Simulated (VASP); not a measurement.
Runs of VASP 6.6.1 on GaP. It takes space group F-43m (No. 216, cubic). Conventional cell: a = 5.437 Å, b = 5.437 Å, c = 5.437 Å, α = 90.00°, β = 90.00°, γ = 90.00°. Around Ga (site symmetry -43m) lie 4 P at 2.35 Å. Around P (site symmetry -43m) lie 4 Ga at 2.35 Å. 

```csv
task,level,cell,k mesh,cutoff (eV),grid for exact exchange (PRECFOCK),exchange at q = 0,share of exact exchange,screening parameter,gap on the mesh (eV),pressure (GPa)
relaxation of cell and atoms,PBEsol,relaxed,8 × 8 × 8,600,-,-,-,-,(a),0.0
band structure,PBE-EpsX,as given,6 × 6 × 6,520,Fast,truncated,0.0902,-,2.10,2.4
band structure,PBE0,as given,6 × 6 × 6,520,Fast,truncated,-,-,2.95,1.0
band structure,HSE06,as given,6 × 6 × 6,520,Fast,-,-,0.2 1/A,(b),1.2
```

Alike in all rows: potentials or basis VASP PAW PBE potentials, release 64 (Ga_d, P); no spin polarisation; smearing gaussian 0.03 eV.

Task: Estimate the missing entries.

Result: (a) 1.50; (b) 2.29.

Caveats: the PAW data sets were made with another functional, which shifts forces and pressure a little; the relaxation stopped at its first step, so nothing moved (some runs).

A k mesh can miss the band edges, and the runs leave out spin-orbit coupling on Ga.

Runs at the PBE level aren't shown here.
